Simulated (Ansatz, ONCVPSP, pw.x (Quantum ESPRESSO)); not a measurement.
**From atom to crystal: ONCV potential for gallium (Ga)**

```
Element                 : gallium (Ga)
Generator               : ONCVPSP 4.0.1.1 (patched build)
Type                    : optimised norm-conserving Vanderbilt (ONCV)
Functional              : LDA (Perdew-Wang 92)
Relativity              : scalar-relativistic
Frozen core             : [Ar] 3d10
Valence charge          : 3
Reference configuration : 4s2 4p1
Partial waves           : 4s: rc 2.10 bohr, ncon 4, nbas 7, qcut 3.7 1/bohr, 3 projectors, debl 0.85 Ha; 4p: rc 2.15 bohr, ncon 4, nbas 8, qcut 4.4 1/bohr, 2 projectors, debl 2 Ha; d scattering state at 0.05 Ha: rc 2.05 bohr, ncon 4, nbas 7, qcut 5.3 1/bohr, 2 projectors, debl 4 Ha
Local potential         : polynomial inside 1.65 bohr (lpopt 5, dvloc0 -1 Ha)
Core correction         : polynomial model core, fcfact 0.75
```

Atomic tests: cutoffs needed: 6.6 Ha and 22 Ha (the cutoffs (Ha) at which the residual kinetic energy of the hardest occupied pseudo-wave falls to 1 and 0.1 mHa per electron) The cutoffs count occupied waves only; projector 2 of the d channel, the hardest unoccupied one, needs 59 Ha at the loose tolerance.; ghost test: no bound ghost flagged; GHOST(+) flagged for d at 89.5 eV, s at 129.4 eV; largest excitation error: -182 meV (all-electron minus pseudo) for 4s1 4p0, out of 4 test configurations.

Crystal test: fcc Ga in pw.x 7.5, no spin, 14³ k-points, Fermi–Dirac smearing 0.01 Ry, cutoffs 50/200 Ry. The reference is all-electron LAPW (Ansatz 0.2.0) with the same functional, mesh and smearing; V0 and B0 come from Birch–Murnaghan fits to the pressures at five volumes. Errors are pseudo minus all-electron; Δ is the rms difference of the E(V) curves that follow from these fits, minima aligned, over ±6 % about the mean V0. Mesh and smearing are coarse, so the numbers serve the comparison and aren't converged zero-temperature values; the lattice is a test structure that the element need not adopt.

All-electron: a0 = 4.093 Å (V0 = 17.15 Å³/atom), B0 = 65.0 GPa.

**Question.** How far does the potential miss the all-electron equation of state?

**Answer.** mean pressure error (GPa): -0.73; a0 (Å): 4.078; a0 error (%): -0.36; B0 error (%): +5.4; Δ (meV/atom): 2.7.

| V (Å³/atom) | P all-electron (GPa) | P pseudo (GPa) |
| --- | --- | --- |
| 16.293 | 3.76 | 3.02 |
| 16.721 | 1.73 | 1.00 |
| 17.150 | -0.02 | -0.75 |
| 17.579 | -1.53 | -2.26 |
| 18.008 | -2.83 | -3.56 |

**Question.** At the middle volume, how do free energy and pressure move when the wave cutoff is lowered (ecutrho kept at four times it)?

**Answer.**

| cutoff (Ry) | shift of F (meV/atom) | shift of P (GPa) |
| --- | --- | --- |
| 22 | +76.3 | -0.33 |
| 30 | +17.8 | +0.06 |
| 40 | +12.0 | +0.05 |

The run at the middle volume (104 k-points, 6 iterations) took about 6.2 s on one core of a shared host (Neoverse-V2, 96 threads, 371 GiB, load 56).
